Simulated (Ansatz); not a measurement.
All-electron LAPW in Ansatz 0.2.0 under PBEsol, scalar-relativistic, energies extrapolated to zero smearing. Slabs are 1×1 cells cut from bulk crystals relaxed on PAW files, with atoms then relaxed, 16 to 20 Å of vacuum, a dipole correction, k spacings of 0.16 to 0.26 Å⁻¹ and smearing of 0.02 to 0.1 eV, without spin–orbit coupling or spin polarisation. The bulk type named needn't be the stable one, and no reconstruction is allowed.

| slab | area (Å²) | γ (J/m²) | Φ (eV) | Δd12 (%) |
| --- | --- | --- | --- | --- |
| bcc Zr (110), 5 layers | 8.76 | 1.64 | 4.29 | ? |
| bcc Zr (210), 1 layer | 27.70 | 1.65 | ? | – |
| hcp Zr (0001), 6 layers | 8.79 | 1.77 | 4.29 | -5.9 |
| hcp Zr (0001), 4 layers | 8.79 | 1.79 | 4.29 | -5.9 |

Question: Fill in "Φ (eV)" for the row "bcc Zr (210), 1 layer".

Answer: 3.50.

Question: What belongs in the row "bcc Zr (110), 5 layers", column "Δd12 (%)"?

Answer: -5.6.
